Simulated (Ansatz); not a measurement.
Runs of Ansatz 0.2.0 on Te. It takes space group P4_132 (No. 213, cubic). Conventional cell: a = 5.223 Å, b = 5.223 Å, c = 5.223 Å, α = 90.00°, β = 90.00°, γ = 90.00°. Around Te (site symmetry 32) lie 6 Te at 3.20 Å. The cell was built by a generator and needn't be a form met in nature.

```csv
level,gap on the mesh (eV),pressure (GPa)
revPBE,none,1.0
BLYP,none,(b)
RPBE,none,1.3
PBEsol,none,(a)
LDA,none,-2.9
```

Alike in all rows: task band structure; potentials or basis Ansatz PAW; no spin polarisation; cell as given; k mesh 4 × 4 × 4; cutoff (eV) 420; smearing fermi-dirac 0.05 eV.

Q: Fill in the values left out.

A: (a) -2.1; (b) 3.7.

Caveats: spin-orbit coupling is left out, which moves the levels of the heavy elements; the PAW data sets come from PBE, with cores solved anew for the run's functional, which leaves a small shift of forces and pressure.

A k mesh can miss the band edges, and the runs leave out spin-orbit coupling on Te.

A gap of «none» marks a metal or a gap under the smearing width.

Runs at the PBE level aren't shown here.
